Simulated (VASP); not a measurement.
Level of theory: modified Becke-Johnson potential (mBJ) with spin-orbit coupling, VASP's PBE PAW potentials (set 64) (plane waves; VASP).

VASP input:

**KPOINTS_OPT**
```
k-points along high-symmetry lines
11
Line-mode
Reciprocal
  0.000000   0.000000   0.000000 ! GAMMA
 -0.500000  -0.500000   0.000000 ! X

 -0.500000  -0.500000   0.000000 ! X
 -0.375000  -0.375000   0.250000 ! U

 -0.375000   0.000000   0.375000 ! K
  0.000000   0.000000   0.000000 ! GAMMA

  0.000000   0.000000   0.000000 ! GAMMA
  0.000000   0.000000   0.500000 ! L

  0.000000   0.000000   0.500000 ! L
 -0.500000  -0.250000   0.250000 ! W

 -0.500000  -0.250000   0.250000 ! W
 -0.500000  -0.500000   0.000000 ! X
```

KPOINTS:
```
Automatic mesh
0
Gamma
6 6 6
0 0 0
```

File POSCAR:
```
InN
3.5675050
  0.0000000000   0.7071068594   0.7071068594
  0.7071068594   0.0000000000   0.7071068594
  0.7071068594   0.7071068594   0.0000000000
In N
1 1
Direct
  0.0000000000   0.0000000000   0.0000000000
  0.2500000000   0.2500000000   0.2500000000
```

INCAR:
```
ALGO = Normal
EDIFF = 1E-6
ENCUT = 450
GGA_COMPAT = F
ISIF = 0
ISMEAR = 0
LASPH = T
LCHARG = F
LMAXMIX = 4
LMIXTAU = T
LREAL = F
LSORBIT = T
LWAVE = F
MAGMOM = 6*0
METAGGA = MBJ
NELM = 200
PREC = Accurate
SIGMA = 0.05
SYSTEM = InN
```

POTCAR, in this order: In_d N (PBE.64 set). Program: vasp_ncl. Read from the step before: WAVECAR.

Output

**OUTCAR**
```
 ion  position               nearest neighbor table
   1  0.000  0.000  0.000-   2 2.18   2 2.18   2 2.18   2 2.18
   2  0.250  0.250  0.250-   1 2.18   1 2.18   1 2.18   1 2.18
  LATTYP: Found a face centered cubic cell.
 ALAT       =     5.0452145130
 Subroutine PRICEL returns:
 Original cell was already a primitive cell.
 Subroutine GETGRP returns: Found 24 space group operations
The static configuration has the point symmetry T_d .
The dynamic configuration has the point symmetry T_d .
The overall configuration has the point symmetry T_d .
 Subroutine INISYM returns: Found 24 space group operations
 Subroutine IBZKPT returns following result:
 Found     22 irreducible k-points:

 Following reciprocal coordinates:
            Coordinates               Weight
  0.000000  0.000000  0.000000      1.000000
  0.166667  0.000000  0.000000      4.000000
 -0.166667  0.000000  0.000000      4.000000
  0.333333  0.000000  0.000000      4.000000
 -0.333333  0.000000  0.000000      4.000000
  0.500000  0.000000  0.000000      4.000000
  0.166667  0.166667  0.000000      6.000000
  0.333333  0.166667  0.000000     12.000000
 -0.333333 -0.166667  0.000000     12.000000
  0.500000  0.166667  0.000000     12.000000
  0.500000 -0.166667  0.000000     12.000000
 -0.333333  0.166667  0.000000     12.000000
  0.333333 -0.166667  0.000000     12.000000
 -0.166667  0.166667  0.000000     12.000000
  0.333333  0.333333  0.000000      6.000000
  0.500000  0.333333  0.000000     12.000000
  0.500000 -0.333333  0.000000     12.000000
 -0.333333  0.333333  0.000000     12.000000
  0.500000  0.500000  0.000000      3.000000
  0.500000  0.333333  0.166667     24.000000
 -0.333333  0.333333  0.166667     24.000000
 -0.333333  0.500000  0.166667     12.000000
   k-points           NKPTS =     22   k-points in BZ     NKDIM =     22   number of bands    NBANDS=     26
   number of dos      NEDOS =    301   number of ions     NIONS =      2
   total plane-waves  NPLWV =  21952
   dimension x,y,z NGX =    28 NGY =   28 NGZ =   28
   dimension x,y,z NGXF=    56 NGYF=   56 NGZF=   56
   ions per type =               1   1
   PREC   = accura    normal or accurate (medium, high low for compatibility)
   ISTART =      1    job   : 0-new  1-cont  2-samecut
   ICHARG =      0    charge: 1-file 2-atom 10-const
   ISPIN  =      1    spin polarized calculation?
   LNONCOLLINEAR =      T non collinear calculations
   LSORBIT =      T    spin-orbit coupling
   INIWAV =      1    electr: 0-lowe 1-rand  2-diag
   ENCUT  =  450.0 eV  33.07 Ry    5.75 a.u.   6.17  6.17  6.17*2*pi/ulx,y,z
   NELM   =    200;   NELMIN=  2; NELMDL=  0     # of ELM steps
   EDIFF  = 0.1E-05   stopping-criterion for ELM
   LREAL  =      F    real-space projection
   NLSPLINE    = F    spline interpolate recip. space projectors
   LMAXMIX     =    4 max onsite mixed and CHGCAR
   VOSKOWN=      0    Vosko Wilk Nusair interpolation
   EDIFFG = 0.1E-04   stopping-criterion for IOM
   NSW    =      0    number of steps for IOM
   NBLOCK =      1;   KBLOCK =      1    inner block; outer block
   IBRION =     -1    ionic relax: 0-MD 1-quasi-New 2-CG
   NFREE  =      0    steps in history (QN), initial steepest desc. (CG)
   ISIF   =      0    stress and relaxation
   ISYM   =      2    0-nonsym 1-usesym 2-fastsym
   TEIN   =    0.0    initial temperature
   TEBEG  =    0.0;   TEEND  =   0.0 temperature during run
   SMASS  =  -3.00    Nose mass-parameter (am)
   PSTRESS=    0.0 pullay stress
   NELECT =      18.0000    total number of electrons
   EFERMI =   0.00;   METHOD = LEGACY
   ISMEAR =     0;   SIGMA  =   0.05  broadening in eV -4-tet -1-fermi 0-gaus
   IALGO  =     38    algorithm
   LDIAG  =      T    sub-space diagonalisation (order eigenvalues)
...
```

OSZICAR:
```
       N       E                     dE             d eps       ncg     rms          rms(c)
DAV:   1     0.283026203489E+03    0.28303E+03   -0.11739E+00  1704   0.157E+01    0.147E+00
DAV:   2     0.282657280641E+03   -0.36892E+00   -0.17253E+00  1308   0.203E+01    0.274E+00
DAV:   3     0.282572800690E+03   -0.84480E-01   -0.20516E-01  1276   0.393E+00    0.332E+00
DAV:   4     0.282475946190E+03   -0.96854E-01   -0.22569E-02  1750   0.265E+00    0.345E+00
DAV:   5     0.282740037617E+03    0.26409E+00   -0.20081E-02  1256   0.194E+00    0.354E+00
DAV:   6     0.284370557701E+03    0.16305E+01   -0.18567E-01  1596   0.120E+01    0.403E+00
DAV:   7     0.283754480311E+03   -0.61608E+00   -0.21701E-01  1336   0.993E+00    0.327E+00
DAV:   8     0.284546848420E+03    0.79237E+00   -0.65225E-02  1230   0.520E+00    0.273E+00
DAV:   9     0.284377277939E+03   -0.16957E+00   -0.51678E-02  1282   0.306E+00    0.237E+00
DAV:  10     0.284358528517E+03   -0.18749E-01   -0.15787E-03  1412   0.572E-01    0.245E+00
DAV:  11     0.284308448146E+03   -0.50080E-01   -0.26566E-03  1320   0.784E-01    0.243E+00
DAV:  12     0.284290833954E+03   -0.17614E-01   -0.34858E-04  1496   0.197E-01    0.243E+00
DAV:  13     0.284299706975E+03    0.88730E-02   -0.15774E-04  1860   0.156E-01    0.243E+00
DAV:  14     0.284425528610E+03    0.12582E+00   -0.35042E-03  1472   0.936E-01    0.214E+00
DAV:  15     0.284533450818E+03    0.10792E+00   -0.53196E-03  1676   0.818E-01    0.187E+00
DAV:  16     0.284555010566E+03    0.21560E-01   -0.21738E-03  1770   0.676E-01    0.164E+00
DAV:  17     0.284520492187E+03   -0.34518E-01   -0.56985E-04  1500   0.246E-01    0.141E+00
DAV:  18     0.284482618334E+03   -0.37874E-01   -0.10646E-04  1930   0.139E-01    0.115E+00
DAV:  19     0.284350919575E+03   -0.13170E+00   -0.11988E-03  1582   0.602E-01    0.563E-01
DAV:  20     0.284344711177E+03   -0.62084E-02   -0.73513E-04  1424   0.359E-01    0.482E-01
DAV:  21     0.284303224019E+03   -0.41487E-01   -0.13998E-04  1416   0.159E-01    0.334E-01
DAV:  22     0.284289214682E+03   -0.14009E-01   -0.63954E-05  1324   0.715E-02    0.286E-01
DAV:  23     0.284270648520E+03   -0.18566E-01   -0.44283E-05  1606   0.810E-02    0.171E-01
DAV:  24     0.284262135401E+03   -0.85131E-02   -0.19384E-05  1832   0.964E-02    0.777E-02
DAV:  25     0.284256000338E+03   -0.61351E-02   -0.90936E-06  1544   0.325E-02    0.197E-02
DAV:  26     0.284259419344E+03    0.34190E-02   -0.37983E-06  1262   0.303E-02    0.191E-02
DAV:  27     0.284258272233E+03   -0.11471E-02   -0.11385E-06   976   0.163E-02    0.720E-03
DAV:  28     0.284259639572E+03    0.13673E-02   -0.31564E-07   770   0.101E-02    0.261E-03
DAV:  29     0.284260357108E+03    0.71754E-03   -0.15113E-07   584   0.447E-03    0.617E-04
DAV:  30     0.284260174265E+03   -0.18284E-03   -0.50815E-08   584   0.261E-03    0.619E-04
DAV:  31     0.284260315783E+03    0.14152E-03   -0.25833E-08   580   0.240E-03    0.842E-04
DAV:  32     0.284260209412E+03   -0.10637E-03   -0.13536E-08   578   0.142E-03    0.549E-04
DAV:  33     0.284260192024E+03   -0.17388E-04   -0.69511E-09   574   0.113E-03    0.699E-04
DAV:  34     0.284260123590E+03   -0.68434E-04   -0.49685E-09   572   0.885E-04    0.591E-04
DAV:  35     0.284259997657E+03   -0.12593E-03   -0.53679E-09   572   0.900E-04    0.375E-04
DAV:  36     0.284259968980E+03   -0.28677E-04   -0.31830E-09   572   0.624E-04    0.227E-04
DAV:  37     0.284259948566E+03   -0.20414E-04   -0.23560E-09   572   0.621E-04    0.129E-04
DAV:  38     0.284259936129E+03   -0.12437E-04   -0.14560E-09   572   0.408E-04    0.660E-05
DAV:  39     0.284259934948E+03   -0.11813E-05   -0.98294E-10   572   0.361E-04    0.689E-05
DAV:  40     0.284259927806E+03   -0.71413E-05   -0.10440E-09   572   0.315E-04    0.474E-05
DAV:  41     0.284259922736E+03   -0.50707E-05   -0.55139E-10   572   0.285E-04    0.450E-05
DAV:  42     0.284259923932E+03    0.11960E-05   -0.43966E-10   572   0.189E-04    0.252E-05
DAV:  43     0.284259928645E+03    0.47130E-05   -0.28584E-10   572   0.190E-04    0.367E-05
DAV:  44     0.284259928194E+03   -0.45088E-06   -0.20367E-10   572   0.123E-04
   1 F= 0.28425993E+03 E0= 0.28425993E+03  d E =-.485707E-14  mag=    -0.0000     0.0000    -0.0000
       N       E                     dE             ncg
       N       E                     dE             ncg
       N       E                     dE             ncg
```

**OUTCAR**
```
------------------------ aborting loop because EDIFF is reached ----------------------------------------
  volume of cell :       32.11
      direct lattice vectors                 reciprocal lattice vectors
     0.000000000  2.522607257  2.522607257    -0.198207628  0.198207628  0.198207628
     2.522607257  0.000000000  2.522607257     0.198207628 -0.198207628  0.198207628
     2.522607257  2.522607257  0.000000000     0.198207628  0.198207628 -0.198207628
 POSITION                                       TOTAL-FORCE (eV/Angst)
 -----------------------------------------------------------------------------------
      0.00000      0.00000      0.00000         0.000000      0.000000     -0.000000
      1.26130      1.26130      1.26130        -0.000000     -0.000000      0.000000
 -----------------------------------------------------------------------------------
    total drift:                               -0.000000     -0.000000     -0.000000
  FREE ENERGIE OF THE ION-ELECTRON SYSTEM (eV)
  ---------------------------------------------------
  free  energy   TOTEN  =       284.2599281939 eV

  energy  without entropy=      284.2599281939  energy(sigma->0) =      284.25992819

     CMBJ =    1.0000

     CMBJA=   -0.0120

     CMBJB=    1.0230

     CMBJE=    0.5000

    CMBJ =    1.3143

 Ion:    1  E_soc:     -0.0578221

 Ion:    2  E_soc:     -0.0001500
```
(Selected blocks of OUTCAR.)

File OUTCAR:
```
 val. band max:        6.5151479340   @ k =   0.0000   0.0000   0.0000

 cond. band min:       7.0404133845   @ k =   0.0000   0.0000   0.0000


 Fermi energy:         6.7639255082

 k-point     1 :       0.0000    0.0000    0.0000
  band No.  band energies     occupation
      1      -8.2449      1.00000
      2      -8.2449      1.00000
      3      -7.4954      1.00000
      4      -7.4954      1.00000
      5      -7.4954      1.00000
      6      -7.4954      1.00000
      7      -6.7792      1.00000
      8      -6.7792      1.00000
      9      -6.4948      1.00000
     10      -6.4948      1.00000
     11      -6.4948      1.00000
     12      -6.4948      1.00000
     13       6.5121      1.00000
     14       6.5121      1.00000
     15       6.5121      1.00000
     16       6.5121      1.00000
     17       6.5151      1.00000
     18       6.5151      1.00000
     19       7.0404      0.00000
     20       7.0404      0.00000
     21      16.4135      0.00000
     22      16.4135      0.00000
     23      17.1027      0.00000
     24      17.1027      0.00000
     25      17.1027      0.00000
     26      17.1027      0.00000

 k-point     2 :       0.1667    0.0000    0.0000
  band No.  band energies     occupation
      1      -8.3642      1.00000
      2      -8.3642      1.00000
      3      -7.4960      1.00000
      4      -7.4679      1.00000
      5      -7.2546      1.00000
      6      -7.2546      1.00000
      7      -6.6645      1.00000
      8      -6.6645      1.00000
      9      -6.4884      1.00000
     10      -6.4533      1.00000
     11      -6.4144      1.00000
     12      -6.4144      1.00000
     13       4.6146      1.00000
     14       4.6146      1.00000
     15       6.3087      1.00000
     16       6.3120      1.00000
     17       6.3120      1.00000
     18       6.3298      1.00000
     19       8.6790      0.00000
     20       8.6790      0.00000
     21      15.5120      0.00000
     22      15.5120      0.00000
...
```

mBJ is a potential without an energy functional, so only the levels count. At this cut-off the stress carries a Pulay error, which pulls relaxed volumes low.

The compound is InN in the zinc blende structure, a metastable form; wurtzite is the usual one. It was relaxed first. The cell's shape comes from a PBE relaxation.
